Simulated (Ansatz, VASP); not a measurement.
## Two plane-wave programs on W

```
W
1.0
    -1.61366    1.61366    1.61366
     1.61366   -1.61366    1.61366
     1.61366    1.61366   -1.61366
W
1
Direct
  0.00000 0.00000 0.00000
```

Alike in both runs: task single point; functional r2SCAN; k mesh 15 × 15 × 15; no spin polarisation.

|  | VASP | Ansatz |
| --- | --- | --- |
| version | VASP 6.6.1 | Ansatz 0.2.0 |
| potentials or method | VASP PAW PBE potentials, release 64 (W_sv) | PAW plane waves |
| plane-wave cutoff (eV) | 520 | 500 |
| occupations | fermi-dirac, width 0.1 eV | fermi-dirac |
| valence electrons in the cell | 14 | 14 |

|  | VASP | Ansatz | Ansatz less VASP |
| --- | --- | --- | --- |
| pressure (GPa) | -14.7 | -15.7 | -0.96 |

Caveats: the PAW data sets were made with another functional, which shifts forces and pressure a little (VASP). The runs have no spin-orbit coupling, so splittings on W are missing.
